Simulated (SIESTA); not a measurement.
Crystal: Sb.

```
Sb
1.0
     2.15420    1.24373    3.75800
    -2.15420    1.24373    3.75800
     0.00000   -2.48746    3.75800
Sb
2
Direct
  0.76651 0.76651 0.76651
  0.23349 0.23349 0.23349
```

Base run:

- Program: SIESTA 5.4.2
- Functional: BLYP
- Potentials or basis: PseudoDojo 0.4 standard (PBE files)
- Basis: DZP (energy shift 0.003 Ry; two zetas on semicore shells)
- Grid cutoff: 500 Ry
- Energy shift: 0.003 Ry
- k mesh: 8 × 8 × 8
- Occupations: fermi-dirac, width 0.05 eV
- Spin: no spin polarisation

Its results: band gap on the k mesh none (metal or under the smearing width); pressure 7.9 GPa; largest force 0.356 eV/Å.

The run is repeated on the same cell with these changes: functional from BLYP to revPBE. What comes out?

Band gap on the k mesh none (metal or under the smearing width); pressure 4.6 GPa; largest force 0.397 eV/Å.

Caveats: the potentials were made for another functional, which shifts forces and pressure; the basis of atomic orbitals isn't converged, which shifts pressures, moduli and gaps.

Not every run made on this cell is shown here.
